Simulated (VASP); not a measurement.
# NaCl (Fm-3m) in VASP: a series of runs

The runs below take NaCl through band structure, with LDA, PBEsol.

Program: VASP 6.6.1. These are calculated values, not measurements. Logs are shortened: lines on timing, memory, paths and dates and some standing lists are left out, and cuts for length are marked.

## 1. The crystal as given

It takes space group Fm-3m (No. 225, cubic). The conventional cell has a = 5.588 Å, b = 5.588 Å, c = 5.588 Å, α = 90.00°, β = 90.00°, γ = 90.00°. Around Cl (site symmetry m-3m) lie 6 Na at 2.79 Å. Na (site symmetry m-3m) has 6 Cl at 2.79 Å as nearest neighbours.

The cell is a database's computed one.

## 2. Band structure, LDA

The input, POSCAR:

```
NaCl
1.0
    0.0000000000      2.7940632177      2.7940632177
    2.7940632177      0.0000000000      2.7940632177
    2.7940632177      2.7940632177      0.0000000000
Cl Na
1 1
Direct
    0.5000000000      0.5000000000      0.5000000000
    0.0000000000      0.0000000000      0.0000000000
```

The input, INCAR.step1:

```
SYSTEM = NaCl
ALGO = Normal
EDIFF = 1E-6
ENCUT = 520
GGA = CA
ISIF = 2
ISMEAR = 0
LASPH = .True.
LCHARG = .True.
LREAL = .False.
LWAVE = .False.
NBANDS = 14
NELM = 100
PREC = Accurate
SIGMA = 0.02
```

The input, KPOINTS.step1:

```
k-points
0
Gamma
  8 8 8
  0 0 0
```

The input, INCAR.step2:

```
SYSTEM = NaCl
ALGO = Normal
EDIFF = 1E-6
ENCUT = 520
GGA = CA
ICHARG = 11
ISIF = 2
ISMEAR = 0
LASPH = .True.
LCHARG = .False.
LREAL = .False.
LWAVE = .False.
NBANDS = 14
NELM = 100
PREC = Accurate
SIGMA = 0.05
```

The input, KPOINTS.step2:

```
path GXWKGLUWLK,UX
10
line-mode
reciprocal
 0.0000000000  0.0000000000  0.0000000000  G
 0.5000000000  0.0000000000  0.5000000000  X

 0.5000000000  0.0000000000  0.5000000000  X
 0.5000000000  0.2500000000  0.7500000000  W

 0.5000000000  0.2500000000  0.7500000000  W
 0.3750000000  0.3750000000  0.7500000000  K

 0.3750000000  0.3750000000  0.7500000000  K
 0.0000000000  0.0000000000  0.0000000000  G

 0.0000000000  0.0000000000  0.0000000000  G
 0.5000000000  0.5000000000  0.5000000000  L

 0.5000000000  0.5000000000  0.5000000000  L
 0.6250000000  0.2500000000  0.6250000000  U

 0.6250000000  0.2500000000  0.6250000000  U
 0.5000000000  0.2500000000  0.7500000000  W

 0.5000000000  0.2500000000  0.7500000000  W
 0.5000000000  0.5000000000  0.5000000000  L

 0.5000000000  0.5000000000  0.5000000000  L
 0.3750000000  0.3750000000  0.7500000000  K

 0.6250000000  0.2500000000  0.6250000000  U
 0.5000000000  0.0000000000  0.5000000000  X
```

Potentials or basis: VASP PAW LDA potentials, release 64 (Cl, Na_pv).

Started as:

```console
> cat potpaw_LDA.64/Cl/POTCAR potpaw_LDA.64/Na_pv/POTCAR > POTCAR
> cp INCAR.step1 INCAR
> cp KPOINTS.step1 KPOINTS
> mpirun -np 1 vasp_std > vasp.out
> cp INCAR.step2 INCAR
> cp KPOINTS.step2 KPOINTS
> mpirun -np 1 vasp_std > vasp.out
```

OUTCAR:

```text
SYSTEM = NaCl
   EDIFF = 1E-6
   ENCUT = 520
   GGA = CA
   ICHARG = 11
   ISIF = 2
   ISMEAR = 0
   LASPH = .True.
   LREAL = .False.
   NELM = 100
   PREC = Accurate

 ion  position               nearest neighbor table
   1  0.500  0.500  0.500-
   2  0.000  0.000  0.000-

  LATTYP: Found a face centered cubic cell.
 ALAT       =     5.5881264354

  Lattice vectors:

 A1 = (   0.0000000000,   2.7940632177,   2.7940632177)
 A2 = (   2.7940632177,   0.0000000000,   2.7940632177)
 A3 = (   2.7940632177,   2.7940632177,   0.0000000000)

Analysis of symmetry for initial positions (statically):
=====================================================================
 Subroutine PRICEL returns:
 Original cell was already a primitive cell.

 Routine SETGRP: Setting up the symmetry group for a
 face centered cubic supercell.

 Subroutine GETGRP returns: Found 48 space group operations
 (whereof 48 operations were pure point group operations)
 out of a pool of 48 trial point group operations.

The static configuration has the point symmetry O_h .

Analysis of symmetry for dynamics (positions and initial velocities):
=====================================================================
 Subroutine PRICEL returns:
 Original cell was already a primitive cell.

 Routine SETGRP: Setting up the symmetry group for a
 face centered cubic supercell.

 Subroutine GETGRP returns: Found 48 space group operations
 (whereof 48 operations were pure point group operations)
 out of a pool of 48 trial point group operations.

The dynamic configuration has the point symmetry O_h .

 Subroutine INISYM returns: Found 48 space group operations
 (whereof 48 operations are pure point group operations),
 and found     1 'primitive' translations

----------------------------------------------------------------------------------------

                                     Primitive cell

  volume of cell :      43.6253

  direct lattice vectors                    reciprocal lattice vectors
     0.000000000  2.794063218  2.794063218    -0.178950854  0.178950854  0.178950854
     2.794063218  0.000000000  2.794063218     0.178950854 -0.178950854  0.178950854
     2.794063218  2.794063218  0.000000000     0.178950854  0.178950854 -0.178950854

  length of vectors
     3.951402097  3.951402097  3.951402097     0.309951972  0.309951972  0.309951972

  position of ions in fractional coordinates (direct lattice)
     0.500000000  0.500000000  0.500000000
     0.000000000  0.000000000  0.000000000

  ion indices of the primitive-cell ions
   primitive index   ion index
                 1           1
                 2           2

----------------------------------------------------------------------------------------

 KPOINTS: path GXWKGLUWLK,UX

Interpolating k-points between supplied coordinates.

 Line segments in fractional coordinates (reciprocal lattice):
    0.000000  0.000000  0.000000  ...  0.500000  0.000000  0.500000
    0.500000  0.000000  0.500000  ...  0.500000  0.250000  0.750000
    0.500000  0.250000  0.750000  ...  0.375000  0.375000  0.750000
    0.375000  0.375000  0.750000  ...  0.000000  0.000000  0.000000
    0.000000  0.000000  0.000000  ...  0.500000  0.500000  0.500000
    0.500000  0.500000  0.500000  ...  0.625000  0.250000  0.625000
    0.625000  0.250000  0.625000  ...  0.500000  0.250000  0.750000
    0.500000  0.250000  0.750000  ...  0.500000  0.500000  0.500000
    0.500000  0.500000  0.500000  ...  0.375000  0.375000  0.750000
    0.625000  0.250000  0.625000  ...  0.500000  0.000000  0.500000

 Generated    10 points on each line segment, for a total of    100 k-points:

 Following reciprocal coordinates:
            Coordinates               Weight
  0.000000  0.000000  0.000000      0.010000
  0.055556  0.000000  0.055556      0.010000
  0.111111  0.000000  0.111111      0.010000
  0.166667  0.000000  0.166667      0.010000
  0.222222  0.000000  0.222222      0.010000
  0.277778  0.000000  0.277778      0.010000
[... 16 lines left out ...]
  0.472222  0.277778  0.750000      0.010000
  0.458333  0.291667  0.750000      0.010000
 [... further k-points ...]
   k-points           NKPTS =    100   k-points in BZ     NKDIM =    100   number of bands    NBANDS=     14
   number of dos      NEDOS =    301   number of ions     NIONS =      2
   total plane-waves  NPLWV =  27000
   dimension x,y,z NGX =    30 NGY =   30 NGZ =   30
   dimension x,y,z NGXF=    60 NGYF=   60 NGZF=   60
   ions per type =               1   1
   NGX,Y,Z   is equivalent  to a cutoff of  12.62, 12.62, 12.62 a.u.
   NGXF,Y,Z  is equivalent  to a cutoff of  25.24, 25.24, 25.24 a.u.
 SYSTEM =  NaCl
   PREC   = accura    normal or accurate (medium, high low for compatibility)
   ISTART =      0    job   : 0-new  1-cont  2-samecut
   ICHARG =     11    charge: 1-file 2-atom 10-const
   ISPIN  =      1    spin polarized calculation?
   LNONCOLLINEAR =      F non collinear calculations
   LSORBIT =      F    spin-orbit coupling
   LASPH  =      T    aspherical Exc in radial PAW
   ENCUT  =  520.0 eV  38.22 Ry    6.18 a.u.   7.35  7.35  7.35*2*pi/ulx,y,z
   NELM   =    100;   NELMIN=  2; NELMDL=  0     # of ELM steps
   EDIFF  = 0.1E-05   stopping-criterion for ELM
   LREAL  =      F    real-space projection
   EDIFFG = 0.1E-04   stopping-criterion for IOM
   NSW    =      0    number of steps for IOM
   IBRION =     -1    ionic relax: 0-MD 1-quasi-New 2-CG
   NFREE  =      0    steps in history (QN), initial steepest desc. (CG)
   ISIF   =      2    stress and relaxation
   ISYM   =      2    0-nonsym 1-usesym 2-fastsym
   POTIM  = 0.5000    time-step for ionic-motion
   TEBEG  =    0.0;   TEEND  =   0.0 temperature during run
   PSTRESS=    0.0 pullay stress
   NELECT =      14.0000    total number of electrons
   NUPDOWN=      -1.0000    fix difference up-down
   EMIN   =  10.00;   EMAX   =-10.00  energy-range for DOS
   EFERMI =   0.00;   METHOD = LEGACY
   ISMEAR =     0;   SIGMA  =   0.05  broadening in eV -4-tet -1-fermi 0-gaus
   EFERMI_NEDOS =   21; number of points for ismear=-14 and -15
   IALGO  =     38    algorithm
   IMIX   =      4    mixing-type and parameters
     AMIX     =   0.40;   BMIX     =  1.00
     AMIX_MAG =   1.60;   BMIX_MAG =  1.00
  volume/ion in A,a.u.               =      21.81       147.20
  Fermi-wavevector in a.u.,A,eV,Ry     =   1.120825  2.118053 17.092312  1.256249
  Thomas-Fermi vector in A             =   2.257475
   LORBIT       =      0    0 simple, 1 ext, 2 COOP (PROOUT), +10 PAW based schemes
   GGA     = CA    functional components
   LHFCALC =     F    Hartree Fock is set to
   AEXX    =    0.0000 exact exchange contribution
   IVDW    =     0    specifies the selected vdW correction
   LEPSILON=     F    determine dielectric tensor
   LRPA    =     F    only Hartree local field effects (RPA)
 non-spin polarized calculation
 Gauss-broadening in eV      SIGMA  =   0.05
  energy-cutoff  :      520.00
  volume of cell :       43.63
 maximum number of plane-waves:      1211
 NGX is ok and might be reduce to    30

 number of electron      14.0000008 magnetization

 Free energy of the ion-electron system (eV)
  ---------------------------------------------------
  ext. energy  EPLUGINS =         0.00000000
  ---------------------------------------------------
  free energy    TOTEN  =        -7.48094700 eV

  energy without entropy =       -7.48094700  energy(sigma->0) =       -7.48094700

 E-fermi :  -0.5509     XC(G=0):  -8.8412

 val. band max:       -0.7855901319   @ k =   0.0000   0.0000   0.0000
 cond. band min:       4.0186422393   @ k =   0.0000   0.0000   0.0000
 fundamental gap:      4.8042323711
 Fermi energy:        -0.5509209130

 k-point     1 :       0.0000    0.0000    0.0000
  band No.  band energies     occupation
      1     -21.5137      2.00000
      2     -21.5137      2.00000
      3     -21.5137      2.00000
      4     -13.4348      2.00000
      5      -0.7856      2.00000
      6      -0.7856      2.00000
      7      -0.7856      2.00000
      8       4.0186      0.00000
      9      10.0879      0.00000
     10      10.0879      0.00000
     11      10.0879      0.00000
     12      12.3538      0.00000
     13      12.3538      0.00000
     14      13.7704      0.00000

 k-point     2 :       0.0556    0.0000    0.0556
  band No.  band energies     occupation
      1     -21.5148      2.00000
      2     -21.5140      2.00000
      3     -21.5140      2.00000
      4     -13.4202      2.00000
      5      -0.8863      2.00000
      6      -0.8081      2.00000
      7      -0.8081      2.00000
      8       4.1719      0.00000
      9       9.8648      0.00000
     10      10.1655      0.00000
     11      10.1655      0.00000
     12      12.1036      0.00000
     13      12.3986      0.00000
     14      14.1068      0.00000

 k-point     3 :       0.1111    0.0000    0.1111
  band No.  band energies     occupation
      1     -21.5177      2.00000
      2     -21.5149      2.00000
      3     -21.5149      2.00000
      4     -13.3788      2.00000
      5      -1.1456      2.00000
      6      -0.8717      2.00000
      7      -0.8717      2.00000
      8       4.5848      0.00000
      9       9.3592      0.00000
     10      10.3920      0.00000
     11      10.3920      0.00000
     12      11.5012      0.00000
     13      12.5313      0.00000
     14      14.9514      0.00000
[... 324 lines left out ...]
 k-point    23 :       0.4722    0.2778    0.7500
  band No.  band energies     occupation
      1     -21.5319      2.00000
      2     -21.5303      2.00000
      3     -21.5252      2.00000
      4     -12.9782      2.00000
      5      -2.1796      2.00000
      6      -2.0162      2.00000
      7      -1.5829      2.00000
      8       7.7613      0.00000
      9       8.3487      0.00000
     10       8.9565      0.00000
     11      10.4828      0.00000
     12      14.3499      0.00000
     13      14.8827      0.00000
     14      15.6943      0.00000

 k-point    24 :       0.4583    0.2917    0.7500
  band No.  band energies     occupation
      1     -21.5324      2.00000
      2     -21.5305      2.00000
      3     -21.5243      2.00000
      4     -12.9796      2.00000
      5      -2.2178      2.00000
      6      -2.0016      2.00000
      7      -1.5418      2.00000
      8       7.6775      0.00000
      9       8.2207      0.00000
     10       9.0956      0.00000
     11      10.6368      0.00000
     12      14.0706      0.00000
     13      14.8771      0.00000
     14      15.8945      0.00000

 [... further k-points ...]

------------------------ aborting loop because EDIFF is reached ----------------------------------------

  FORCE on cell =-STRESS in cart. coord.  units (eV):
  Direction    XX          YY          ZZ          XY          YZ          ZX
  --------------------------------------------------------------------------------------
  -------------------------------------------------------------------------------------
  Total       -0.3285249     -0.3285249     -0.3285249      0.0000000      0.0000000      0.0000000
  in kB      -12.0653584    -12.0653584    -12.0653584      0.0000000      0.0000000      0.0000000
  external PRESSURE =     -12.0653584 kB  Pullay stress =       0.0000000 kB

 VOLUME and BASIS-vectors are now :
 -----------------------------------------------------------------------------
  energy-cutoff  :      520.00
  volume of cell :       43.63
      direct lattice vectors                 reciprocal lattice vectors
     0.000000000  2.794063218  2.794063218    -0.178950854  0.178950854  0.178950854
     2.794063218  0.000000000  2.794063218     0.178950854 -0.178950854  0.178950854
     2.794063218  2.794063218  0.000000000     0.178950854  0.178950854 -0.178950854

 POSITION                                       TOTAL-FORCE (eV/Angst)
 -----------------------------------------------------------------------------------
      2.79406      2.79406      2.79406        -0.000000     -0.000000     -0.000000
      0.00000      0.00000      0.00000         0.000000      0.000000      0.000000
 -----------------------------------------------------------------------------------
    total drift:                                0.000000      0.000000      0.000000

  FREE ENERGIE OF THE ION-ELECTRON SYSTEM (eV)
  ---------------------------------------------------
  free  energy   TOTEN  =        -7.4809469988 eV

  energy  without entropy=       -7.4809469988  energy(sigma->0) =       -7.48094700
```

Run time: 37 s. Hardware: 1 thread of Intel Xeon Platinum 8375C at 2.90GHz (Ice Lake), shared host; peak memory 0.17 GiB.

Results:

| Property | Result |
| --- | --- |
| Band gap on the k mesh | 4.80 eV, direct |
| Band gap along the path | 4.80 eV, direct |

Levels at the corners of the path, in eV from the valence-band top:
```csv
point,band 4,band 5,band 6,band 7,band 8,band 9,band 10,band 11
Γ,-12.65,0.00,0.00,0.00,4.80,10.87,10.87,10.87
X,-12.21,-1.82,-0.65,-0.65,7.25,7.71,11.13,14.57
X,-12.21,-1.82,-0.65,-0.65,7.25,7.71,11.13,14.57
W,-12.19,-1.30,-1.30,-0.83,8.61,9.45,9.45,11.13
W,-12.19,-1.30,-1.30,-0.83,8.61,9.45,9.45,11.13
K,-12.20,-1.54,-1.23,-0.54,7.94,8.79,10.35,12.61
K,-12.20,-1.54,-1.23,-0.54,7.94,8.79,10.35,12.61
Γ,-12.65,0.00,0.00,0.00,4.80,10.87,10.87,10.87
Γ,-12.65,0.00,0.00,0.00,4.80,10.87,10.87,10.87
L,-12.26,-2.11,-0.29,-0.29,6.94,10.49,10.74,10.74
L,-12.26,-2.11,-0.29,-0.29,6.94,10.49,10.74,10.74
U,-12.20,-1.54,-1.23,-0.54,7.94,8.79,10.35,12.61
U,-12.20,-1.54,-1.23,-0.54,7.94,8.79,10.35,12.61
W,-12.19,-1.30,-1.30,-0.83,8.61,9.45,9.45,11.13
W,-12.19,-1.30,-1.30,-0.83,8.61,9.45,9.45,11.13
L,-12.26,-2.11,-0.29,-0.29,6.94,10.49,10.74,10.74
L,-12.26,-2.11,-0.29,-0.29,6.94,10.49,10.74,10.74
K,-12.20,-1.54,-1.23,-0.54,7.94,8.79,10.35,12.61
U,-12.20,-1.54,-1.23,-0.54,7.94,8.79,10.35,12.61
X,-12.21,-1.82,-0.65,-0.65,7.25,7.71,11.13,14.57
```

Caveat: the log is that of the step along the path at fixed density, whose energy, stress, charges and moments have no meaning.

(Part 1 of 2 ends here.)
